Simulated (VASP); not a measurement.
# ZnO in VASP: further runs, part 2 of 3

VASP 6.6.1.

## Step 4: Work function, PBEsol

This run uses another cell than the first one, of 18.77 Å³/atom, 0.787 times its volume.

Contents of INCAR:

```
PREC = Accurate
ENCUT = 520
EDIFF = 1E-6
ISMEAR = 0
SIGMA = 0.05
LREAL = False
LASPH = True
NELM = 100
ALGO = Fast
ISIF = 2
LWAVE = False
LCHARG = True
LDIPOL = True
IDIPOL = 3
DIPOL = 0.5 0.5 0.500
GGA = PS
LVHAR = True
LVACPOTAV = True
KPAR = 8
```

Contents of KPOINTS:

```
Automatic mesh
0
Gamma
  8 6 1
```

Contents of POSCAR:

```
ZnO
1.0
    3.2493080000      0.0000000000      0.0000000000
    0.0000000000      5.2057090000      0.0000000000
    0.0000000000      0.0000000000     22.1939275176
Zn O
10 10
Direct
    0.0000000000      0.5000000000      0.2252868491
    0.4999999999      0.0000000000      0.2675504109
    0.5000000000      0.5000000000      0.3520775341
    0.9999999999      0.0000000000      0.3943410959
    0.0000000000      0.5000000000      0.4788682191
    0.4999999999      0.0000000000      0.5211317809
    0.5000000000      0.5000000000      0.6056589041
    0.9999999999      0.0000000000      0.6479224659
    0.0000000000      0.5000000000      0.7324495891
    0.4999999999      0.0000000000      0.7747131509
    0.4999999999      0.3790100000      0.2675504109
    0.0000000000      0.8790100000      0.2252868491
    0.9999999999      0.3790100000      0.3943410959
    0.5000000000      0.8790100000      0.3520775341
    0.4999999999      0.3790100000      0.5211317809
    0.0000000000      0.8790100000      0.4788682191
    0.9999999999      0.3790100000      0.6479224659
    0.5000000000      0.8790100000      0.6056589041
    0.4999999999      0.3790100000      0.7747131509
    0.0000000000      0.8790100000      0.7324495891
```

Potentials or basis: VASP PAW PBE potentials, release 64 (Zn, O).

Run with:

```
$ cat potpaw_PBE.64/Zn/POTCAR potpaw_PBE.64/O/POTCAR > POTCAR
$ mpirun -np 8 vasp_std > vasp.out
```

OUTCAR:

```text
PREC = Accurate
   ENCUT = 520
   EDIFF = 1E-6
   ISMEAR = 0
   LREAL = False
   LASPH = True
   NELM = 100
   ISIF = 2
   GGA = PS

 ion  position               nearest neighbor table
   1  0.000  0.500  0.225-  12 1.97  11 1.98  11 1.98
   2  0.500  0.000  0.268-  11 1.97  14 1.98  12 1.98  12 1.98
   3  0.500  0.500  0.352-  14 1.97  11 1.98  13 1.98  13 1.98
   4  1.000  0.000  0.394-  13 1.97  16 1.98  14 1.98  14 1.98
   5  0.000  0.500  0.479-  16 1.97  13 1.98  15 1.98  15 1.98
   6  0.500  0.000  0.521-  15 1.97  18 1.98  16 1.98  16 1.98
   7  0.500  0.500  0.606-  18 1.97  15 1.98  17 1.98  17 1.98
   8  1.000  0.000  0.648-  17 1.97  20 1.98  18 1.98  18 1.98
   9  0.000  0.500  0.732-  20 1.97  17 1.98  19 1.98  19 1.98
  10  0.500  0.000  0.775-  19 1.97  20 1.98  20 1.98
  11  0.500  0.379  0.268-   2 1.97   3 1.98   1 1.98   1 1.98
  12  0.000  0.879  0.225-   1 1.97   2 1.98   2 1.98
  13  1.000  0.379  0.394-   4 1.97   5 1.98   3 1.98   3 1.98
  14  0.500  0.879  0.352-   3 1.97   2 1.98   4 1.98   4 1.98
  15  0.500  0.379  0.521-   6 1.97   7 1.98   5 1.98   5 1.98
  16  0.000  0.879  0.479-   5 1.97   4 1.98   6 1.98   6 1.98
  17  1.000  0.379  0.648-   8 1.97   9 1.98   7 1.98   7 1.98
  18  0.500  0.879  0.606-   7 1.97   6 1.98   8 1.98   8 1.98
  19  0.500  0.379  0.775-  10 1.97   9 1.98   9 1.98
  20  0.000  0.879  0.732-   9 1.97   8 1.98  10 1.98  10 1.98

  LATTYP: Found a simple orthorhombic cell.
 ALAT       =     3.2493080000
 B/A-ratio  =     1.6020977390
 C/A-ratio  =     6.8303551149

  Lattice vectors:

 A1 = (   3.2493080000,   0.0000000000,   0.0000000000)
 A2 = (   0.0000000000,   5.2057090000,   0.0000000000)
 A3 = (   0.0000000000,   0.0000000000,  22.1939275176)

Analysis of symmetry for initial positions (statically):
=====================================================================
 Subroutine PRICEL returns:
 Original cell was already a primitive cell.

 Routine SETGRP: Setting up the symmetry group for a
 simple orthorhombic supercell.

 Subroutine GETGRP returns: Found  4 space group operations
 (whereof  2 operations were pure point group operations)
 out of a pool of  8 trial point group operations.

The static configuration has the point symmetry C_1h.
 The point group associated with its full space group is C_2v.

Analysis of symmetry for dynamics (positions and initial velocities):
=====================================================================
 Subroutine PRICEL returns:
 Original cell was already a primitive cell.

 Routine SETGRP: Setting up the symmetry group for a
 simple orthorhombic supercell.

 Subroutine GETGRP returns: Found  4 space group operations
 (whereof  2 operations were pure point group operations)
 out of a pool of  8 trial point group operations.

The dynamic configuration has the point symmetry C_1h.
 The point group associated with its full space group is C_2v.

 Subroutine INISYM returns: Found  4 space group operations
 (whereof  2 operations are pure point group operations),
 and found     1 'primitive' translations

----------------------------------------------------------------------------------------

                                     Primitive cell

  volume of cell :     375.4092

  direct lattice vectors                    reciprocal lattice vectors
     3.249308000  0.000000000  0.000000000     0.307757836  0.000000000  0.000000000
     0.000000000  5.205709000  0.000000000     0.000000000  0.192096792  0.000000000
[... 103 lines left out ...]
   ions per type =              10  10
   NGX,Y,Z   is equivalent  to a cutoff of  12.28, 12.77, 12.58 a.u.
   NGXF,Y,Z  is equivalent  to a cutoff of  24.56, 25.55, 25.17 a.u.
 SYSTEM =  unknown system
   PREC   = accura    normal or accurate (medium, high low for compatibility)
   ISTART =      0    job   : 0-new  1-cont  2-samecut
   ICHARG =      2    charge: 1-file 2-atom 10-const
   ISPIN  =      1    spin polarized calculation?
   LNONCOLLINEAR =      F non collinear calculations
   LSORBIT =      F    spin-orbit coupling
   LASPH  =      T    aspherical Exc in radial PAW
   ENCUT  =  520.0 eV  38.22 Ry    6.18 a.u.   6.04  9.68 41.27*2*pi/ulx,y,z
   NELM   =    100;   NELMIN=  2; NELMDL= -5     # of ELM steps
   EDIFF  = 0.1E-05   stopping-criterion for ELM
   LREAL  =      F    real-space projection
   EDIFFG = 0.1E-04   stopping-criterion for IOM
   NSW    =      0    number of steps for IOM
   IBRION =     -1    ionic relax: 0-MD 1-quasi-New 2-CG
   NFREE  =      0    steps in history (QN), initial steepest desc. (CG)
   ISIF   =      2    stress and relaxation
   ISYM   =      2    0-nonsym 1-usesym 2-fastsym
   POTIM  = 0.5000    time-step for ionic-motion
   TEBEG  =    0.0;   TEEND  =   0.0 temperature during run
   PSTRESS=    0.0 pullay stress
   NELECT =     180.0000    total number of electrons
   NUPDOWN=      -1.0000    fix difference up-down
   EMIN   =  10.00;   EMAX   =-10.00  energy-range for DOS
   EFERMI =   0.00;   METHOD = LEGACY
   ISMEAR =     0;   SIGMA  =   0.05  broadening in eV -4-tet -1-fermi 0-gaus
   EFERMI_NEDOS =   21; number of points for ismear=-14 and -15
   IALGO  =     68    algorithm
   IMIX   =      4    mixing-type and parameters
     AMIX     =   0.40;   BMIX     =  1.00
     AMIX_MAG =   1.60;   BMIX_MAG =  1.00
  volume/ion in A,a.u.               =      18.77       126.67
  Fermi-wavevector in a.u.,A,eV,Ry     =   1.281339  2.421379 22.338446  1.641829
  Thomas-Fermi vector in A             =   2.413715
   LORBIT       =      0    0 simple, 1 ext, 2 COOP (PROOUT), +10 PAW based schemes
   GGA     = PS    functional components
   LHFCALC =     F    Hartree Fock is set to
   AEXX    =    0.0000 exact exchange contribution
   IVDW    =     0    specifies the selected vdW correction
   LEPSILON=     F    determine dielectric tensor
   LRPA    =     F    only Hartree local field effects (RPA)
 non-spin polarized calculation
 RMM-DIIS sequential band-by-band and
 Gauss-broadening in eV      SIGMA  =   0.05
  energy-cutoff  :      520.00
  volume of cell :      375.41
 maximum number of plane-waves:     10152
   NGX = 13   NGY = 19   NGZ = 83

 dipolmoment           0.000000      0.000000     -0.000000 electrons x Angstroem

 number of electron     179.9999980 magnetization

 dipolmoment           0.000000      0.000000      0.000000 electrons x Angstroem

 Free energy of the ion-electron system (eV)
  ---------------------------------------------------
  ext. energy  EPLUGINS =         0.00000000
  ---------------------------------------------------
  free energy    TOTEN  =       -94.19011819 eV

  energy without entropy =      -94.19011819  energy(sigma->0) =      -94.19011819

 E-fermi :  -0.8636     XC(G=0):  -7.6798

 val. band max:       -1.0838155787   @ k =   0.0000   0.0000   0.0000
 cond. band min:      -0.6438688271   @ k =   0.0000   0.0000   0.0000
 fundamental gap:      0.4399467516
 Fermi energy:        -0.8636205959

 k-point     1 :       0.0000    0.0000    0.0000
  band No.  band energies     occupation
      1     -19.3925      2.00000
      2     -19.3196      2.00000
      3     -19.1658      2.00000
      4     -18.9515      2.00000
      5     -18.7547      2.00000
      6     -18.6128      2.00000
[... 2089 lines left out ...]
    101       5.2520      0.00000
    102       5.2520      0.00000
 [bands above 102 left out]

------------------------ aborting loop because EDIFF is reached ----------------------------------------

  FORCE on cell =-STRESS in cart. coord.  units (eV):
  Direction    XX          YY          ZZ          XY          YZ          ZX
  --------------------------------------------------------------------------------------
  -------------------------------------------------------------------------------------
  Total       -4.2087832     -5.0089120     -2.9192120      0.0000000      0.0000000      0.0000000
  in kB      -17.9623107    -21.3771131    -12.4586588      0.0000000      0.0000000      0.0000000
  external PRESSURE =     -17.2660275 kB  Pullay stress =       0.0000000 kB

 VOLUME and BASIS-vectors are now :
 -----------------------------------------------------------------------------
  energy-cutoff  :      520.00
  volume of cell :      375.41
      direct lattice vectors                 reciprocal lattice vectors
     3.249308000  0.000000000  0.000000000     0.307757836  0.000000000  0.000000000
     0.000000000  5.205709000  0.000000000     0.000000000  0.192096792  0.000000000
     0.000000000  0.000000000 22.193927518     0.000000000  0.000000000  0.045057370

 POSITION                                       TOTAL-FORCE (eV/Angst)
 -----------------------------------------------------------------------------------
      0.00000      2.60285      5.00000         0.000000      1.344094      1.260587
      1.62465      0.00000      5.93799         0.000000     -0.774741     -0.762269
      1.62465      2.60285      7.81398         0.000000      0.166083      0.177408
      3.24931      0.00000      8.75198         0.000000     -0.167640     -0.088923
      0.00000      2.60285     10.62797         0.000000     -0.048894      0.039840
      1.62465      0.00000     11.56596         0.000000     -0.048894     -0.039840
[... 12 lines left out ...]
      1.62465      1.97302     17.19393         0.000000     -0.675368     -0.189511
      0.00000      4.57587     16.25593         0.000000     -0.018689      0.913096
 -----------------------------------------------------------------------------------
    total drift:                                0.000002     -0.006494      0.000069

  FREE ENERGIE OF THE ION-ELECTRON SYSTEM (eV)
  ---------------------------------------------------
  free  energy   TOTEN  =       -94.1901181871 eV

  energy  without entropy=      -94.1901181871  energy(sigma->0) =      -94.19011819

 vacuum level on the upper side and lower side of the slab         4.083         4.083
```

Wall time 4.5 min (8 MPI ranks of Intel Xeon Platinum 8488C (Sapphire Rapids), shared host); peak memory 0.77 GiB.

What came out:

| Quantity | Value |
| --- | --- |
| Free energy | -94.1901 eV |
| Largest force | 1.843 eV/Å |
| Band gap on the k mesh | 0.44 eV, direct |
| Ionisation potential of the upper face | 5.17 eV |

Forces on the atoms (eV/Å):
```
Zn   0.000  1.344  1.261
Zn   0.000 -0.775 -0.762
Zn   0.000  0.166  0.177
Zn   0.000 -0.168 -0.089
Zn   0.000 -0.049  0.040
Zn   0.000 -0.049 -0.040
Zn   0.000 -0.168  0.089
Zn   0.000  0.166 -0.177
Zn   0.000 -0.775  0.762
Zn   0.000  1.344 -1.261
O    0.000 -0.019 -0.913
O    0.000 -0.675  0.190
O    0.000  0.081 -0.135
O    0.000  0.032  0.314
O    0.000  0.062 -0.065
O    0.000  0.062  0.065
O    0.000  0.032 -0.314
O    0.000  0.081  0.135
O    0.000 -0.675 -0.190
O    0.000 -0.019  0.913
```

Levels at points of the mesh, in eV from the valence-band top:
```tsv
k point	band 86	band 87	band 88	band 89	band 90	band 91	band 92	band 93	band 94	band 95
(0.00, 0.00, 0.00)	-0.45	-0.35	-0.33	-0.02	0.00	0.44	0.98	1.91	2.97	4.03
(0.50, 0.00, 0.00)	-1.39	-1.16	-1.16	-0.67	-0.67	3.44	3.44	5.41	5.41	5.49
(0.00, 0.50, 0.00)	-0.85	-0.36	-0.36	-0.20	-0.20	2.25	2.25	3.44	3.44	4.07
(0.50, 0.50, 0.00)	-1.48	-1.41	-1.41	-0.69	-0.69	3.84	3.84	5.32	5.32	5.54
```

Caveat: the PAW data sets were made with another functional, which shifts forces and pressure a little. A hybrid or GW would open this gap; PBEsol tends to underestimate it.

(Continued in part 3 of 3.)
